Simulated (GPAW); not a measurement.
Runs of GPAW 26.7.0 on C. The cell holds a slab with vacuum, 4 atoms: a = 2.456 Å, b = 2.456 Å, c = 23.524 Å, α = 90.00°, β = 90.00°, γ = 120.00°. The slab is cut from a database's or a generator's crystal, which needn't be the stable form of the element.

```tsv
task	level	potentials or basis	cell	series job	gap on the mesh (eV)	work function (eV)
single point	PBE	GPAW PAW data sets (gpaw-data 1.2.1), pw	the (0 0 1) slab of C, cut from the database cell, not relaxed	-	none	4.21
single point	RPBE	the program's PAW data sets (release 1.2.1) made for this functional, pw	the (0 0 1) slab of C, cut from the database cell, not relaxed	-	none	(a)
single point	vdW-DF-cx	GPAW PAW data sets (gpaw-data 1.2.1), pw	the (0 0 1) slab of C, cut from the database cell, not relaxed	-	none	4.31
single point	r2SCAN	GPAW PAW data sets (gpaw-data 1.2.1), pw	the (0 0 1) slab of C, cut from the database cell, not relaxed	-	none	4.27
```

Alike in all rows: no spin polarisation; k mesh 12 × 12 × 1; cutoff (eV) 600; smearing fermi-dirac 0.05 eV.

Task: Fill in the values left out.

Result: (a) 4.09.

A gap of «none» marks a metal or a gap under the smearing width.
